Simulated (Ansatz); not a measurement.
## Relaxing Cr

Level of theory: DFT PBE, scalar-relativistic, plane waves, PAW (Ansatz). Cutoff 420 eV, Γ-centred k mesh, Gaussian smearing, no spin polarisation in the final step.

Cr was placed on the sites of a reported O cell (C2/m, No. 12), at a guessed volume.

```xyz
8
Lattice="4.6222 -3.2669 0.0000 4.6222 3.2669 0.0000 -1.9072 0.0000 3.8588" Properties=species:S:1:pos:R:3 pbc="T T T"
Cr    7.3040    0.0000    0.6714
Cr    0.0332    0.0000    3.1874
Cr    1.9379    0.0000    0.7177
Cr    5.3994    0.0000    3.1411
Cr    4.6098   -1.5230    0.6984
Cr    2.7274   -1.5230    3.1604
Cr    2.7274    1.5230    3.1604
Cr    4.6098    1.5230    0.6984
```

Steps on the 4×4×4 mesh (8 atoms). 12 of 19 steps are shown, and the free energy counts from the last. Trial steps that were taken back and renewals of the plane-wave basis can be among the rows.

| step | ΔF (meV/atom) | V (Å³/atom) | P (GPa) | largest force component (eV/Å) |
| --- | --- | --- | --- | --- |
| 1 | 2964.7 | 14.57 | 104.05 | 39.179 |
| 3 | 843.8 | 13.95 | 5.26 | 4.586 |
| 4 | 670.7 | 13.00 | 7.61 | 3.326 |
| 6 | 295.4 | 12.00 | 8.20 | 1.234 |
| 8 | 116.1 | 12.38 | -7.76 | 0.609 |
| 9 | 86.1 | 11.83 | 2.25 | 0.226 |
| 11 | 30.9 | 11.70 | 4.11 | 0.306 |
| 12 | 9.4 | 11.98 | -2.60 | 0.226 |
| 14 | 19.1 | 11.68 | 3.88 | 0.159 |
| 16 | 0.9 | 11.83 | 0.19 | 0.009 |
| 17 | 0.1 | 11.83 | -0.46 | 0.009 |
| 19 | 0.0 | 11.81 | 0.11 | 0.005 |

A final relaxation ran on a 12×12×20 mesh. The relaxed crystal, Cmme (No. 67):

Space group Cmme (No. 67). a = 4.702 Å, b = 8.486 Å, c = 2.366 Å, α = 90.00°, β = 90.00°, γ = 90.00°
| atom | site | symmetry | x | y | z |
| --- | --- | --- | --- | --- | --- |
| Cr | 4g | mm2 | 0.5000 | 0.2500 | 0.8752 |
| Cr | 4b | 222 | 0.2500 | 0.0000 | 0.5000 |

```json
{
 "Volume per atom": "11.80 Å³",
 "Density": "7.32 g/cm³",
 "Energy over the standard structure": "0.26 eV/atom",
 "Gap on the 12×12×20 mesh": "0 eV (a metal)"
}
```

Energies count from the standard state of Cr at the same level.

The final run used a 12×12×20 mesh on its 4-atom cell and 0.10 eV smearing. For metals, differences of a few meV/atom aren't resolved.

Symmetry constrained the relaxation, so the result can be a saddle point.